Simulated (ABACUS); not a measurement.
SnSe:

```
Sn Se
1.0
    11.42000    0.00000    0.00000
     0.00000    4.19000    0.00000
     0.00000    0.00000    4.46000
Sn Se
4 4
Direct
  0.87700 0.75000 0.90900
  0.62300 0.25000 0.40900
  0.37700 0.75000 0.59100
  0.12300 0.25000 0.09100
  0.64300 0.75000 0.98400
  0.85700 0.25000 0.48400
  0.14300 0.75000 0.51600
  0.35700 0.25000 0.01600
```

```yaml
Program: ABACUS 3.10.1
Task: relaxation of cell and atoms
Functional: revPBE
Potentials_or_basis: PseudoDojo NC SR 0.4.1 PBE standard
Cutoff: 1361 eV
Density_cutoff: 5442 eV
Basis: DZP LCAO (the cutoffs set its grid)
k_mesh: 2 × 4 × 4
Occupations: fermi-dirac, width 0.05 eV
Spin: no spin polarisation
```

At the start: pressure 5.0 GPa; volume 26.68 Å³/atom.

Task: How do energy, volume and symmetry change on relaxing?

Result: Over 39 steps the energy falls by 45.7 meV/atom and the volume is 29.85 Å³/atom (+11.9 %); space group Pnma (No. 62, to 0.05 Å).

Step by step:
```tsv
step	energy change (eV)	largest force (eV/Å)	pressure (GPa)	volume (Å³)
1	0.0000	0.5560	4.96	213.41
2	-0.2539	0.4045	-1.68	240.83
3	-0.3253	0.1602	0.12	231.11
4	-0.3350	0.1356	0.09	232.03
5	-0.3517	0.0695	0.02	234.78
6	-0.3531	0.0535	0.01	235.84
7	-0.3570	0.0426	0.05	236.26
8	-0.3597	0.0335	0.10	236.73
9	-0.3603	0.0502	-0.14	238.09
10	-0.3604	0.0416	-0.09	237.77
11	-0.3616	0.0334	-0.05	237.95
12	-0.3621	0.0280	0.01	238.28
13	-0.3631	0.0189	0.00	238.47
14	-0.3633	0.0165	0.00	238.54
15	-0.3634	0.0160	0.03	238.46
16	-0.3634	0.0176	0.03	238.45
17	-0.3636	0.0158	0.01	238.60
18	-0.3640	0.0138	-0.05	239.05
19	-0.3642	0.0140	-0.01	238.81
20	-0.3642	0.0152	0.00	238.73
21	-0.3642	0.0142	0.00	238.75
22	-0.3643	0.0128	-0.02	238.82
23	-0.3644	0.0126	0.01	238.67
24	-0.3644	0.0128	0.02	238.65
25	-0.3644	0.0114	0.00	238.72
26	-0.3646	0.0145	-0.03	238.92
27	-0.3646	0.0133	-0.02	238.86
28	-0.3647	0.0110	0.01	238.70
29	-0.3648	0.0108	0.01	238.72
30	-0.3649	0.0104	0.00	238.77
31	-0.3650	0.0103	0.00	238.79
32	-0.3650	0.0111	-0.01	238.85
33	-0.3650	0.0106	0.00	238.83
34	-0.3651	0.0108	0.01	238.77
35	-0.3651	0.0101	0.00	238.82
36	-0.3653	0.0119	-0.02	238.94
37	-0.3653	0.0110	-0.01	238.90
38	-0.3654	0.0106	0.02	238.77
39	-0.3654	0.0097	0.00	238.83
```

Final structure:
```xyz
8
Lattice="12.2487 0.0000 0.0000 0.0000 4.3210 0.0000 0.0000 0.0000 4.5125" Properties=species:S:1:pos:R:3 pbc="T T T"
Sn   10.6927    3.2407    4.0555
Sn    7.6804    1.0802    1.7993
Sn    4.5683    3.2407    2.7132
Sn    1.5561    1.0802    0.4570
Se    7.8988    3.2407    4.4026
Se   10.4743    1.0802    2.1463
Se    1.7745    3.2407    2.3662
Se    4.3499    1.0802    0.1099
```

Caveat: the k mesh is coarse (spacing up to 0.37 Å⁻¹), so the values aren't converged; the atomic orbitals were generated for these runs and aren't a published set; the potentials were made for another functional, which shifts forces and pressure; this functional lacks dispersion, which binds the layers, so the pressure and a relaxed spacing across them are unreliable; the volume moved by +12 % from the deposited cell, more than functionals usually miss; the basis of atomic orbitals isn't converged, which shifts pressures, moduli and gaps.
